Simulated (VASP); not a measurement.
Here is a VASP 6.6.1 calculation.

File INCAR:

```
SYSTEM = Si
ALGO = Normal ; EDIFF = 1E-7
ENCUT = 520 ; GGA = PE
ISIF = 2 ; ISMEAR = 0
LASPH = .TRUE. ; LCHARG = .FALSE.
LREAL = .FALSE. ; LWAVE = .FALSE.
NBANDS = 11 ; NELM = 60
PREC = Accurate ; SIGMA = 0.02
```

The input KPOINTS:

```
k-points
0
G
  4 4 4
  0 0 0
```

Contents of POSCAR:

```
Si                                      
1.0
    0.0000000000      2.7400657672      2.7400657672
    2.7400657672      0.0000000000      2.7400657672
    2.7400657672      2.7400657672      0.0000000000
  Si            
     2
Direct
     0.7500000000000000    0.7500000000000000    0.7500000000000000
     0.5000000000000000    0.5000000000000000    0.5000000000000000
```

The input KPOINTS_OPT:

```
path GXWKGLUWLK,UX
10
line-mode
reciprocal
 0.0000000000  0.0000000000  0.0000000000  G
 0.5000000000  0.0000000000  0.5000000000  X

 0.5000000000  0.0000000000  0.5000000000  X
 0.5000000000  0.2500000000  0.7500000000  W

 0.5000000000  0.2500000000  0.7500000000  W
 0.3750000000  0.3750000000  0.7500000000  K

 0.3750000000  0.3750000000  0.7500000000  K
 0.0000000000  0.0000000000  0.0000000000  G

 0.0000000000  0.0000000000  0.0000000000  G
 0.5000000000  0.5000000000  0.5000000000  L

 0.5000000000  0.5000000000  0.5000000000  L
 0.6250000000  0.2500000000  0.6250000000  U

 0.6250000000  0.2500000000  0.6250000000  U
 0.5000000000  0.2500000000  0.7500000000  W

 0.5000000000  0.2500000000  0.7500000000  W
 0.5000000000  0.5000000000  0.5000000000  L

 0.5000000000  0.5000000000  0.5000000000  L
 0.3750000000  0.3750000000  0.7500000000  K

 0.6250000000  0.2500000000  0.6250000000  U
 0.5000000000  0.0000000000  0.5000000000  X
```

Potentials or basis: VASP PAW PBE potentials, release 64 (Si).

Command:

```console
$ cat potpaw_PBE.64/Si/POTCAR > POTCAR
$ mpirun -np 1 vasp_std > vasp.out
```

(1) Estimate the band gap along the path.

(2) Estimate the pressure.

Answers

(1) 0.62 eV, indirect (least direct gap 2.54 eV).

(2) 0.0 GPa.

Caveat: the k mesh is coarse (spacing up to 0.50 Å⁻¹), so the values aren't converged; the mesh misses the band edges, which the band path finds closer together.
